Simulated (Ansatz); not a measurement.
A trial cell of Ge₂S₅, before relaxation:

```
CELL_PARAMETERS angstrom
6.99240 0.00000 0.00000
-3.49620 6.05560 0.00000
0.00000 0.00000 4.04037
ATOMIC_POSITIONS crystal
Ge 0.33333 0.66667 0.50000
Ge 0.66667 0.33333 0.50000
S 0.33333 0.66667 0.05295
S 0.00000 0.50000 0.58663
S 0.50000 0.50000 0.58663
S 0.50000 0.00000 0.58663
S 0.66667 0.33333 0.05295
```

The calculation used DFT PBE, scalar-relativistic, plane waves, PAW in Ansatz 0.2.0. Cutoff 420 eV, Gaussian smearing, Γ-centred meshes. Cell and atoms relax first on a coarse mesh and then on a finer one. In between, the cell is made exact in the group found at 0.06 Å. In metals the finer mesh still leaves noise of several meV/atom or more. The steps can't lower the symmetry of their start. No spin polarisation.

A guess keeps its type if space group and coordination stay and the shape of the cell changes little (axis ratios within about 15 %, angles within 6°); the volume may change.

Question: Does it keep its structure type, or change into something else?

Answer: It doesn't keep its type. The symmetry stays P6mm (No. 183). The volume per atom grows by 59.8 %, from 24.4 to 39.1 Å³. The shortest distance goes from 1.81 Å (Ge–S) to 2.13 Å (Ge–S). The ratio c/a of the conventional cell changes by a factor of 1.96. Counting neighbours within 15 % of an atom's shortest distance, the start has Ge 4, S 1/2 and the end Ge 4, S 1/2. In detail, at the end Ge has 1 S at 2.13 Å and 3 S at 2.27 Å; S on a site of symmetry 3m has 1 Ge at 2.13 Å; S on a site of symmetry 2mm is surrounded by 2 Ge at 2.27 Å.

Space group P6mm (No. 183). a = 6.536 Å, b = 6.536 Å, c = 7.390 Å, α = 90.00°, β = 90.00°, γ = 120.00°
| atom | site | symmetry | x | y | z |
| --- | --- | --- | --- | --- | --- |
| Ge | 2b | 3m. | 0.3333 | 0.6667 | 0.4184 |
| S | 2b | 3m. | 0.3333 | 0.6667 | 0.1300 |
| S | 3c | 2mm | 0.0000 | 0.5000 | 0.5897 |

Energies over the elements count from the elements' standard structures at the same level, with no fitted energy shifts.

Question: At what energy does it end?

Answer: +0.15 eV/atom. The separate elements lie lower, so it is unstable against them.

The last run used a 6×6×6 mesh for its 7-atom cell and Gaussian smearing of 0.10 eV. Weakly bound directions are ill-defined at this level, which has no dispersion term. The cell is a metal run without spin; a magnetic state may lie lower. The reference form of S is held partly by dispersion forces, which this level lacks. A structure relaxed within its symmetry needn't be a true minimum.

In counts of neighbours, a slash parts the counts of unlike sites.
